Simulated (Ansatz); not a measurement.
**TiAl3: single points about a listed cell**

How do energy, forces, pressure and gap of TiAl3 change under random distortions, further strains and shifts, swapped elements, distortions that keep the symmetry? Each case is one self-consistent run.

Computed with Ansatz 0.2.0 (DFT PBE, scalar-relativistic, plane waves, PAW, unless a step's input says otherwise).

## (1) The starting structure

It takes space group Pmm2 (No. 25, orthorhombic). The conventional cell has a = 2.840 Å, b = 4.681 Å, c = 4.901 Å, α = 90.00°, β = 90.00°, γ = 90.00°. Around Ti (site symmetry mm2) lie 10 Al at 2.83 to 2.85 Å and 2 Ti at 2.84 Å. Al (site symmetry mm2) has 4 Ti at 2.83 to 2.84 Å and 8 Al at 2.84 to 2.86 Å as nearest neighbours. Al (site symmetry mm2) has 8 Al at 2.81 to 2.86 Å and 4 Ti at 2.85 Å as nearest neighbours. Around Al (site symmetry mm2) lie 10 Al at 2.81 to 2.86 Å and 2 Ti at 2.85 Å.

As a file:

```
CELL_PARAMETERS angstrom
2.83968 0.00000 0.00000
0.00000 4.68126 0.00000
0.00000 0.00000 4.90074
ATOMIC_POSITIONS crystal
Ti 0.00000 0.50000 0.16592
Al 0.50000 0.50000 0.66727
Al 0.50000 0.00000 0.33091
Al 0.00000 0.00000 0.83590
```

The structure comes from the Materials Project (structure only).

## (2) Substitution of an element: Al → B, first probe

What differs from the listed cell: B takes all sites of Al, and lengths are scaled by 0.873 as a first guess of the size; strain xx, yy, zz, yz, xz, xy = +0.0, +0.0, +0.0, +0.0, +0.0, +0.0 %.

Contents of input.yaml:

```yaml
crystal:
  lattice:
    - [2.4788343244, 0.0, 0.0]
    - [0.0, 4.0864076741, 0.0]
    - [0.0, 0.0, 4.2779962244]
  atoms:
    - { symbol: Ti, position: [0.0, 0.5, 0.165916] }
    - { symbol: B, position: [0.5, 0.5, 0.667271] }
    - { symbol: B, position: [0.5, 0.0, 0.330912] }
    - { symbol: B, position: [0.0, 0.0, 0.8359] }
basis:
  ecutwfc: 420
kpoints:
  mp_grid: { grid: [8, 4, 4] }
hamiltonian:
  xc: pbe
scf:
  occupations: { method: gaussian, width: 0.1 }
output:
  forces: true
  stress: true
  eigenvalues: true
```

Launch:

```bash
$ ansatz run input.yaml --threads 1 --pin off --max-ram 1331MiB --backend cpu --events-out ev --progress --plain --runs-dir out
```

Output, cut to the lines that bear on the results:

```text
[...]
SCF converged after 7 iterations
Free energy (F): -2963.170936 eV
[...]
E sigma→0 (E₀):  -2963.165429 eV
Entropy (-TS):   -0.011013 eV (-2.753 meV/atom)
Fermi energy:    9.873989 eV
[...]
--- Forces (eV/Å), atoms counted from 1 ---
  atom   1  Ti     0.00000000     0.00000000    -0.09779940
  atom   2  B      0.00000000     0.00000000     0.24751352
  atom   3  B      0.00000000     0.00000000     0.05947601
  atom   4  B      0.00000000     0.00000000    -0.20911672
[...]
--- Stress (GPa, compression-positive) ---
      -14.167983       0.000000       0.000000
        0.000000     -30.555990       0.000000
        0.000000       0.000000     -30.567557
  P = ⅓ Tr σ = -25.0972 GPa (-250.972 kbar)
--- Band table (eV; the first three rows and the last of 45) ---
  k-point 0: bands = ["-46.3630", "-22.6627", "-22.6568", "-21.8658", "-1.7784", "3.4999", "5.4321", "5.8112", "7.2922", "8.9238", "9.3068", "12.0021", "13.4885", "13.5906", "13.8467"]
[...]
```

It took 5.9 s on 1 thread of an Arm CPU, shared host; peak memory 0.32 GiB.

## (3) One element swapped: Al → B

input.yaml, as its differences from that of step 2:

```diff
@@ -13,3 +13,3 @@
 kpoints:
-  mp_grid: { grid: [8, 4, 4] }
+  mp_grid: { grid: [16, 10, 10] }
 hamiltonian:
```

Launch:

```bash
$ ansatz run input.yaml --threads 1 --pin off --max-ram 1331MiB --backend cpu --events-out ev --progress --plain --runs-dir out
```

Output, cut to the lines that bear on the results:

```text
Warning: RAYON_NUM_THREADS=1 ignored (pool sized by the plan → 1); use --threads N
[...]
Pseudopotentials: kind: paw
Pseudopotential: Ti, paw, valence charge 12, recommended cutoff 420 eV (normal), Ti.paw.azcp
Pseudopotential: B, paw, valence charge 3, recommended cutoff 420 eV (normal), B.paw.azcp
Functional definition: PBE
[...]
Crystal: 4 atoms, lattice volume = 43.334 Å³
Basis set: ecut = 420 eV, 819 PW (Γ), exchange–correlation on 36×60×60 points (8 copies of the dense FFT grid, shifted against one another)
Bands: 15, of which v1, the nominal top of the filled ones, is band 11 counted from 1 (10 counted from 0)
Symmetry: 4 space group operations
Space group: Pmm2 (ITA 25), of the structure as read, at distance tolerance 3.5e-5 Å
k-points: 324 of 1600 (time reversal used)
[...]
SCF converged after 7 iterations
Free energy (F): -2963.194199 eV
[...]
E sigma→0 (E₀):  -2963.188289 eV
Entropy (-TS):   -0.011820 eV (-2.955 meV/atom)
Fermi energy:    9.795514 eV
[...]
--- Forces (eV/Å), atoms counted from 1 ---
  atom   1  Ti     0.00000000     0.00000000    -0.15475465
  atom   2  B      0.00000000     0.00000000     0.27148504
  atom   3  B      0.00000000     0.00000000     0.18898572
  atom   4  B      0.00000000     0.00000000    -0.30570197
[...]
--- Stress (GPa, compression-positive) ---
      -17.162778       0.000000       0.000000
        0.000000     -27.583071       0.000000
        0.000000       0.000000     -31.161672
  P = ⅓ Tr σ = -25.3025 GPa (-253.025 kbar)
--- Band table (eV; the first three rows and the last of 324) ---
  k-point 0: bands = ["-46.4070", "-22.6972", "-22.6956", "-21.9211", "-1.7700", "3.4984", "5.4373", "5.8200", "7.2943", "8.9101", "9.2716", "12.0065", "13.4443", "13.5485", "13.8384"]
[...]
```

It took 31 s on 1 thread of an Arm CPU, shared host; peak memory 0.5 GiB.

## (4) A change within the space group

The change: strain xx, yy, zz, yz, xz, xy = -0.6, -4.5, +6.5, +0.0, +0.0, +0.0 %; atoms moved by 0.06 Å root mean square, at most 0.09 Å.

Contents of input.yaml:

```yaml
crystal:
  lattice:
    - [2.8238032056, 0.0, 0.0]
    - [0.0, 4.4696240546, 0.0]
    - [0.0, 0.0, 5.2173299332]
  atoms:
    - { symbol: Ti, position: [0.0, 0.5, 0.1711294393] }
    - { symbol: Al, position: [0.5, 0.5, 0.6494406076] }
    - { symbol: Al, position: [0.5, 0.0, 0.3465711961] }
    - { symbol: Al, position: [0.0, 0.0, 0.832857757] }
basis:
  ecutwfc: 420
kpoints:
  mp_grid: { grid: [14, 10, 10] }
hamiltonian:
  xc: pbe
scf:
  occupations: { method: gaussian, width: 0.1 }
output:
  forces: true
  stress: true
  eigenvalues: true
```

Launch:

```bash
$ ansatz run input.yaml --threads 1 --pin off --max-ram 1331MiB --backend cpu --events-out ev --progress --plain --runs-dir out
```

Output, cut to the lines that bear on the results:

```text
Warning: RAYON_NUM_THREADS=1 ignored (pool sized by the plan → 1); use --threads N
[...]
Pseudopotentials: kind: paw
Pseudopotential: Ti, paw, valence charge 12, recommended cutoff 420 eV (normal), Ti.paw.azcp
Pseudopotential: Al, paw, valence charge 3, recommended cutoff 420 eV (normal), Al.paw.azcp
Functional definition: PBE
[...]
Crystal: 4 atoms, lattice volume = 65.850 Å³
Basis set: ecut = 420 eV, 1287 PW (Γ), exchange–correlation on 40×60×72 points (8 copies of the dense FFT grid, shifted against one another)
Bands: 15, of which v1, the nominal top of the filled ones, is band 11 counted from 1 (10 counted from 0)
Symmetry: 4 space group operations
Space group: Pmm2 (ITA 25), of the structure as read, at distance tolerance 4.0e-5 Å
k-points: 288 of 1400 (time reversal used)
[...]
SCF iter   1: F=—  HF=-4112.965196 eV  |F-HF|=—  |Δ(HF+E_count)|=         —  Δρ=4.79e-3  dr2=2.49e-2  ethr=1.77e-3  ⟨swp⟩=5.7  Hψ=25260  notcnv=0
[...]
SCF iter   6: F=-4112.959550 eV  HF=-4112.959550 eV  |F-HF|=6.49e-9  |Δ(HF+E_count)|=   4.29e-8  Δρ=4.11e-6  dr2=1.07e-8  ethr=4.76e-10  ⟨swp⟩=5.1  Hψ=19047  notcnv=0
[...]
SCF converged after 6 iterations
Free energy (F): -4112.959550 eV
[...]
E sigma→0 (E₀):  -4112.952729 eV
Entropy (-TS):   -0.013643 eV (-3.411 meV/atom)
Fermi energy:    9.281996 eV
[...]
--- Forces (eV/Å), atoms counted from 1 ---
  atom   1  Ti    -0.00000000     0.00000000    -0.50648151
  atom   2  Al     0.00000000     0.00000000     0.54928452
  atom   3  Al    -0.00000000     0.00000000    -0.32771474
  atom   4  Al     0.00000000     0.00000000     0.28489782
[...]
--- Stress (GPa, compression-positive) ---
        0.387803       0.000000      -0.000000
        0.000000       4.139715       0.000000
       -0.000000       0.000000      -6.136023
  P = ⅓ Tr σ = -0.5362 GPa (-5.362 kbar)
--- Band table (eV; the first three rows and the last of 288) ---
  k-point 0: bands = ["-47.3418", "-23.6968", "-23.6538", "-23.2819", "-0.8883", "4.1396", "4.7699", "6.1156", "6.8655", "8.3473", "8.8615", "11.5938", "11.6245", "11.8557", "12.0627"]
[...]
```

Run time: 29 s. Hardware: 1 thread of an Arm CPU, shared host; peak memory 0.56 GiB.

## (5) Random moves and strain, cell strained

What differs from the listed cell: strain xx, yy, zz, yz, xz, xy = -3.0, +2.4, +0.7, -0.3, +1.4, -2.0 %; atoms moved by 0.10 Å root mean square, at most 0.13 Å.

Contents of input.yaml:

```yaml
crystal:
  lattice:
    - [2.7552817996, -0.055799653, 0.039755478]
    - [-0.0919868376, 4.7937079613, -0.0129202886]
    - [0.068610388, -0.0135260479, 4.9328418601]
  atoms:
    - { symbol: Ti, position: [0.0286335383, 0.4796742931, 0.166322061] }
    - { symbol: Al, position: [0.4852694514, 0.5216458632, 0.673670031] }
    - { symbol: Al, position: [0.4749971564, -0.0032875736, 0.3179221303] }
    - { symbol: Al, position: [0.0111033755, 0.0019674173, 0.8420847777] }
basis:
  ecutwfc: 420
kpoints:
  mp_grid: { grid: [14, 8, 8] }
hamiltonian:
  xc: pbe
scf:
  occupations: { method: gaussian, width: 0.1 }
output:
  forces: true
  stress: true
  eigenvalues: true
```

Launch:

```bash
$ ansatz run input.yaml --threads 1 --pin off --max-ram 1331MiB --backend cpu --events-out ev --progress --plain --runs-dir out
```

Output, cut to the lines that bear on the results:

```text
Warning: RAYON_NUM_THREADS=1 ignored (pool sized by the plan → 1); use --threads N
[...]
Pseudopotentials: kind: paw
Pseudopotential: Ti, paw, valence charge 12, recommended cutoff 420 eV (normal), Ti.paw.azcp
Pseudopotential: Al, paw, valence charge 3, recommended cutoff 420 eV (normal), Al.paw.azcp
Functional definition: PBE
[...]
Crystal: 4 atoms, lattice volume = 65.114 Å³
Basis set: ecut = 420 eV, 1287 PW (Γ), exchange–correlation on 40×72×72 points (8 copies of the dense FFT grid, shifted against one another)
Bands: 15, of which v1, the nominal top of the filled ones, is band 11 counted from 1 (10 counted from 0)
Symmetry: 1 space group operations
Space group: P1 (ITA 1), of the structure as read, at distance tolerance 4.0e-5 Å
k-points: 452 of 896 (time reversal used)
[...]
SCF iter   1: F=—  HF=-4112.987646 eV  |F-HF|=—  |Δ(HF+E_count)|=         —  Δρ=3.17e-3  dr2=1.25e-2  ethr=1.77e-3  ⟨swp⟩=5.5  Hψ=39348  notcnv=0
[...]
SCF iter   7: F=-4112.985427 eV  HF=-4112.985427 eV  |F-HF|=1.29e-9  |Δ(HF+E_count)|=   4.54e-8  Δρ=3.11e-6  dr2=4.46e-9  ethr=4.76e-10  ⟨swp⟩=4.3  Hψ=21295  notcnv=0
[...]
SCF converged after 7 iterations
Free energy (F): -4112.985427 eV
[...]
E sigma→0 (E₀):  -4112.979421 eV
Entropy (-TS):   -0.012012 eV (-3.003 meV/atom)
Fermi energy:    9.325047 eV
[...]
--- Forces (eV/Å), atoms counted from 1 ---
  atom   1  Ti    -0.56433785     0.44409369     0.12383469
  atom   2  Al     0.35625447    -0.29744667    -0.40785469
  atom   3  Al     0.35518943    -0.21913276     0.59625286
  atom   4  Al    -0.14710521     0.07249338    -0.31224854
[...]
--- Stress (GPa, compression-positive) ---
        3.325268       2.051523      -1.706248
        2.051521      -0.769723       0.866369
       -1.706247       0.866369       1.311763
  P = ⅓ Tr σ = 1.2891 GPa (12.891 kbar)
--- Band table (eV; the first three rows and the last of 452) ---
  k-point 0: bands = ["-47.1015", "-23.4476", "-23.4244", "-23.0018", "-0.7851", "3.9758", "5.4351", "5.7080", "6.6265", "8.4953", "8.8345", "11.5525", "11.8091", "11.9441", "12.0079"]
[...]
```

It took 49 s on 1 thread of an Arm CPU, shared host; peak memory 0.71 GiB.

## (6) A distortion of lower symmetry

What differs from the listed cell: strain xx, yy, zz, yz, xz, xy = +1.9, -3.3, -5.0, +0.0, +1.3, +0.0 %; atoms moved by 0.06 Å root mean square, at most 0.09 Å.

Contents of input.yaml:

```yaml
crystal:
  lattice:
    - [2.8922962148, 0.0, 0.0378528944]
    - [0.0, 4.5276717282, 0.0]
    - [0.0653268909, 0.0, 4.6550678035]
  atoms:
    - { symbol: Ti, position: [-0.0161883265, 0.5, 0.1801416336] }
    - { symbol: Al, position: [0.5156854943, 0.5, 0.6522433738] }
    - { symbol: Al, position: [0.5004109613, 0.0, 0.3317582124] }
    - { symbol: Al, position: [9.1871e-05, 0.0, 0.8358557802] }
basis:
  ecutwfc: 420
kpoints:
  mp_grid: { grid: [14, 10, 10] }
hamiltonian:
  xc: pbe
scf:
  occupations: { method: gaussian, width: 0.1 }
output:
  forces: true
  stress: true
  eigenvalues: true
```

Launch:

```bash
$ ansatz run input.yaml --threads 1 --pin off --max-ram 1331MiB --backend cpu --events-out ev --progress --plain --runs-dir out
```

Output, cut to the lines that bear on the results:

```text
Warning: RAYON_NUM_THREADS=1 ignored (pool sized by the plan → 1); use --threads N
[...]
Pseudopotentials: kind: paw
Pseudopotential: Ti, paw, valence charge 12, recommended cutoff 420 eV (normal), Ti.paw.azcp
Pseudopotential: Al, paw, valence charge 3, recommended cutoff 420 eV (normal), Al.paw.azcp
Functional definition: PBE
[...]
Crystal: 4 atoms, lattice volume = 60.949 Å³
Basis set: ecut = 420 eV, 1177 PW (Γ), exchange–correlation on 40×64×64 points (8 copies of the dense FFT grid, shifted against one another)
Bands: 15, of which v1, the nominal top of the filled ones, is band 11 counted from 1 (10 counted from 0)
Symmetry: 2 space group operations
Space group: Pm (ITA 6), of the structure as read, at distance tolerance 3.9e-5 Å
k-points: 432 of 1400 (time reversal used)
[...]
SCF iter   1: F=—  HF=-4112.834122 eV  |F-HF|=—  |Δ(HF+E_count)|=         —  Δρ=4.18e-3  dr2=1.74e-2  ethr=1.77e-3  ⟨swp⟩=5.5  Hψ=37891  notcnv=0
[...]
SCF iter   6: F=-4112.829712 eV  HF=-4112.829712 eV  |F-HF|=6.51e-9  |Δ(HF+E_count)|=   4.47e-8  Δρ=3.57e-6  dr2=8.13e-9  ethr=4.76e-10  ⟨swp⟩=4.8  Hψ=24845  notcnv=0
[...]
SCF converged after 6 iterations
Free energy (F): -4112.829712 eV
[...]
E sigma→0 (E₀):  -4112.822230 eV
Entropy (-TS):   -0.014964 eV (-3.741 meV/atom)
Fermi energy:    10.172764 eV
[...]
--- Forces (eV/Å), atoms counted from 1 ---
  atom   1  Ti     0.63232927    -0.00000000    -1.15571560
  atom   2  Al    -0.47363561     0.00000000     1.39787655
  atom   3  Al    -0.15356017    -0.00000000    -0.10234858
  atom   4  Al    -0.00513630    -0.00000000    -0.13981397
[...]
--- Stress (GPa, compression-positive) ---
        2.757110       0.000000      -3.526214
        0.000000       8.503225       0.000000
       -3.526214       0.000000      13.911225
  P = ⅓ Tr σ = 8.3905 GPa (83.905 kbar)
--- Band table (eV; the first three rows and the last of 432) ---
  k-point 0: bands = ["-46.2126", "-22.5758", "-22.5621", "-22.2427", "-0.3468", "5.1542", "6.6032", "6.6132", "7.6147", "9.4554", "9.8862", "12.2750", "12.3898", "13.3688", "13.4561"]
[...]
```

It took 41 s on 1 thread of an Arm CPU, shared host; peak memory 0.66 GiB.

Sizes of the forces (eV/Å): Ti1 1.32, Al2 1.48, Al3 0.18, Al4 0.14.

## (7) A distortion of lower symmetry

The change: strain xx, yy, zz, yz, xz, xy = +2.3, +3.9, +5.9, +2.0, +0.6, +1.7 %; atoms moved by 0.25 Å root mean square, at most 0.31 Å.

Contents of input.yaml:

```yaml
crystal:
  lattice:
    - [2.9043648421, 0.0487288573, 0.0178047748]
    - [0.0803304902, 4.8658462395, 0.09362528]
    - [0.0307276523, 0.09801484, 5.1903268448]
  atoms:
    - { symbol: Ti, position: [0.0456037782, 0.4729261157, 0.13683673] }
    - { symbol: Al, position: [0.4760536145, 0.5516356266, 0.6601067787] }
    - { symbol: Al, position: [0.5039546751, -2.34979e-05, 0.3942452667] }
    - { symbol: Al, position: [-0.0256120679, -0.0245361082, 0.8088102246] }
basis:
  ecutwfc: 420
kpoints:
  mp_grid: { grid: [12, 8, 8] }
hamiltonian:
  xc: pbe
scf:
  occupations: { method: gaussian, width: 0.1 }
output:
  forces: true
  stress: true
  eigenvalues: true
```

Launch:

```bash
$ ansatz run input.yaml --threads 1 --pin off --max-ram 1331MiB --backend cpu --events-out ev --progress --plain --runs-dir out
```

Output, cut to the lines that bear on the results:

```text
Warning: RAYON_NUM_THREADS=1 ignored (pool sized by the plan → 1); use --threads N
[...]
Pseudopotentials: kind: paw
Pseudopotential: Ti, paw, valence charge 12, recommended cutoff 420 eV (normal), Ti.paw.azcp
Pseudopotential: Al, paw, valence charge 3, recommended cutoff 420 eV (normal), Al.paw.azcp
Functional definition: PBE
[...]
Crystal: 4 atoms, lattice volume = 73.301 Å³
Basis set: ecut = 420 eV, 1423 PW (Γ), exchange–correlation on 40×72×72 points (8 copies of the dense FFT grid, shifted against one another)
Bands: 15, of which v1, the nominal top of the filled ones, is band 11 counted from 1 (10 counted from 0)
Symmetry: 1 space group operations
Space group: P1 (ITA 1), of the structure as read, at distance tolerance 4.2e-5 Å
k-points: 388 of 768 (time reversal used)
[...]
SCF iter   1: F=—  HF=-4112.098768 eV  |F-HF|=—  |Δ(HF+E_count)|=         —  Δρ=4.04e-3  dr2=1.51e-2  ethr=1.77e-3  ⟨swp⟩=5.7  Hψ=34012  notcnv=0
[...]
SCF iter   6: F=-4112.096569 eV  HF=-4112.096569 eV  |F-HF|=3.29e-8  |Δ(HF+E_count)|=   1.78e-8  Δρ=7.06e-6  dr2=4.71e-8  ethr=4.76e-10  ⟨swp⟩=5.1  Hψ=25539  notcnv=0
[...]
SCF converged after 6 iterations
Free energy (F): -4112.096569 eV
[...]
E sigma→0 (E₀):  -4112.088598 eV
Entropy (-TS):   -0.015941 eV (-3.985 meV/atom)
Fermi energy:    7.942037 eV
[...]
--- Forces (eV/Å), atoms counted from 1 ---
  atom   1  Ti    -0.42745640    -0.01251151     0.56840704
  atom   2  Al     0.44480301    -1.67245474    -0.02193837
  atom   3  Al     0.09296839     0.76351563    -2.31351959
  atom   4  Al    -0.11031611     0.92147170     1.76703604
[...]
--- Stress (GPa, compression-positive) ---
       -3.824903      -1.627434       0.155453
       -1.627435      -4.802984      -2.384456
        0.155453      -2.384455      -3.893803
  P = ⅓ Tr σ = -4.1739 GPa (-41.739 kbar)
--- Band table (eV; the first three rows and the last of 388) ---
  k-point 0: bands = ["-48.9297", "-25.2717", "-25.1920", "-24.8951", "-1.8297", "3.6484", "4.2089", "4.5310", "4.9745", "7.1770", "7.5295", "9.9984", "10.1370", "10.3006", "10.4533"]
[...]
```

It took 45 s on 1 thread of an Arm CPU, shared host; peak memory 0.69 GiB.

## (8) A change within the space group

What differs from the listed cell: strain xx, yy, zz, yz, xz, xy = -0.3, -1.6, +0.0, +0.0, +0.0, +0.0 %; atoms moved by 0.03 Å root mean square, at most 0.04 Å.

Contents of input.yaml:

```yaml
crystal:
  lattice:
    - [2.8323790301, 0.0, 0.0]
    - [0.0, 4.6048189589, 0.0]
    - [0.0, 0.0, 4.9003009332]
  atoms:
    - { symbol: Ti, position: [0.0, 0.5, 0.1664476377] }
    - { symbol: Al, position: [0.5, 0.5, 0.6592229925] }
    - { symbol: Al, position: [0.5, 0.0, 0.3293508262] }
    - { symbol: Al, position: [0.0, 0.0, 0.8449775437] }
basis:
  ecutwfc: 420
kpoints:
  mp_grid: { grid: [14, 10, 10] }
hamiltonian:
  xc: pbe
scf:
  occupations: { method: gaussian, width: 0.1 }
output:
  forces: true
  stress: true
  eigenvalues: true
```

Launch:

```bash
$ ansatz run input.yaml --threads 1 --pin off --max-ram 1331MiB --backend cpu --events-out ev --progress --plain --runs-dir out
```

Output, cut to the lines that bear on the results:

```text
Warning: RAYON_NUM_THREADS=1 ignored (pool sized by the plan → 1); use --threads N
[...]
Pseudopotentials: kind: paw
Pseudopotential: Ti, paw, valence charge 12, recommended cutoff 420 eV (normal), Ti.paw.azcp
Pseudopotential: Al, paw, valence charge 3, recommended cutoff 420 eV (normal), Al.paw.azcp
Functional definition: PBE
[...]
Crystal: 4 atoms, lattice volume = 63.913 Å³
Basis set: ecut = 420 eV, 1235 PW (Γ), exchange–correlation on 40×64×72 points (8 copies of the dense FFT grid, shifted against one another)
Bands: 15, of which v1, the nominal top of the filled ones, is band 11 counted from 1 (10 counted from 0)
Symmetry: 4 space group operations
Space group: Pmm2 (ITA 25), of the structure as read, at distance tolerance 4.0e-5 Å
k-points: 288 of 1400 (time reversal used)
[...]
SCF iter   1: F=—  HF=-4113.116631 eV  |F-HF|=—  |Δ(HF+E_count)|=         —  Δρ=3.39e-3  dr2=1.49e-2  ethr=1.77e-3  ⟨swp⟩=5.6  Hψ=25162  notcnv=0
[...]
SCF iter   6: F=-4113.113165 eV  HF=-4113.113165 eV  |F-HF|=8.46e-9  |Δ(HF+E_count)|=   5.36e-8  Δρ=3.73e-6  dr2=1.03e-8  ethr=4.76e-10  ⟨swp⟩=5.1  Hψ=16933  notcnv=0
[...]
SCF converged after 6 iterations
Free energy (F): -4113.113165 eV
[...]
E sigma→0 (E₀):  -4113.105840 eV
Entropy (-TS):   -0.014650 eV (-3.663 meV/atom)
Fermi energy:    9.583054 eV
[...]
--- Forces (eV/Å), atoms counted from 1 ---
  atom   1  Ti     0.00000000     0.00000000    -0.21861726
  atom   2  Al     0.00000000     0.00000000     0.29967025
  atom   3  Al     0.00000000     0.00000000     0.24258596
  atom   4  Al     0.00000000     0.00000000    -0.32365016
[...]
--- Stress (GPa, compression-positive) ---
       -0.173225       0.000000       0.000000
        0.000000       3.937706       0.000000
        0.000000       0.000000       2.260070
  P = ⅓ Tr σ = 2.0082 GPa (20.082 kbar)
--- Band table (eV; the first three rows and the last of 288) ---
  k-point 0: bands = ["-46.8589", "-23.2042", "-23.1921", "-22.8302", "-0.6414", "4.3962", "5.6474", "6.1668", "7.0690", "8.7584", "9.2222", "11.9572", "11.9959", "12.4043", "12.4064"]
[...]
```

Wall time 29 s (1 thread of an Arm CPU, shared host); peak memory 0.53 GiB.

## (9) Results

```
step                                    case  energy (meV/atom)  pressure (GPa)  largest force (eV/Å)  gap on the mesh (eV)
   3             one element swapped: Al → B                n/a           -25.3                  0.31                  0.00
   4         a change within the space group               +0.0            -0.5                  0.55                  0.00
   5  random moves and strain, cell strained              -6.7*             1.3                  0.73                  0.00
   6          a distortion of lower symmetry              +32.6             8.4                  1.48                  0.00
   7          a distortion of lower symmetry            +216.0*            -4.2                  2.44                  0.00
   8         a change within the space group              -38.3             2.0                  0.32                  0.00
```

Energies are counted from step 4, with the smearing taken to zero; a star marks another k mesh, which can shift energies by itself, so starred rows don't rank against the others. Other atoms or functionals have another zero of energy (n/a). A gap of 0.00 means none on the mesh at this level.

What this shows: Among the distorted cells of the listed formula and level the largest force, 2.44 eV/Å, acts on Al3 in step 7. The distorted cells of the listed formula and level show no gap on the mesh.
